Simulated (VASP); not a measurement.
Crystal: ScAl3.

```xyz
4
Lattice="4.0878 0.0000 0.0000 0.0000 4.0878 0.0000 0.0000 0.0000 4.0878" Properties=species:S:1:pos:R:3 pbc="T T T"
Sc    0.0000    0.0000    0.0000
Al    2.0439    2.0439    0.0000
Al    0.0000    2.0439    2.0439
Al    2.0439    0.0000    2.0439
```

The cell is a database's computed one.

```yaml
Program: VASP 6.6.1
Task: relaxation of cell and atoms
Functional: PBE
Dispersion: TS
Potentials_or_basis: VASP PAW PBE potentials, release 64 (Sc_sv, Al)
Cutoff: 600 eV
k_mesh: 7 × 7 × 7
Occupations: fermi-dirac, width 0.05 eV
Spin: no spin polarisation
```

At the start: pressure -7.5 GPa; volume 17.08 Å³/atom.

Where does the relaxation end?

Over 4 steps the energy falls by 30.0 meV/atom and the volume is 15.76 Å³/atom (-7.7 %); space group Pm-3m (No. 221, to 0.05 Å).

The path:
| step | energy change (eV) | largest force (eV/Å) | pressure (GPa) | volume (Å³) |
| --- | --- | --- | --- | --- |
| 1 | 0.0000 | 0.0000 | -7.51 | 68.31 |
| 2 | -0.0813 | 0.0000 | 4.67 | 60.70 |
| 3 | -0.1201 | 0.0000 | -0.62 | 63.37 |
| 4 | -0.1199 | 0.0000 | -0.04 | 63.04 |

Final structure:
```
CELL_PARAMETERS angstrom
3.97992 0.00000 0.00000
0.00000 3.97992 0.00000
0.00000 0.00000 3.97992
ATOMIC_POSITIONS crystal
Sc 0.00000 0.00000 0.00000
Al 0.50000 0.50000 0.00000
Al 0.00000 0.50000 0.50000
Al 0.50000 0.00000 0.50000
```

Caveat: atom-pairwise D2, TS and ULG terms overbind metals; pairwise dispersion overbinds metals, which lowers pressure and volume.
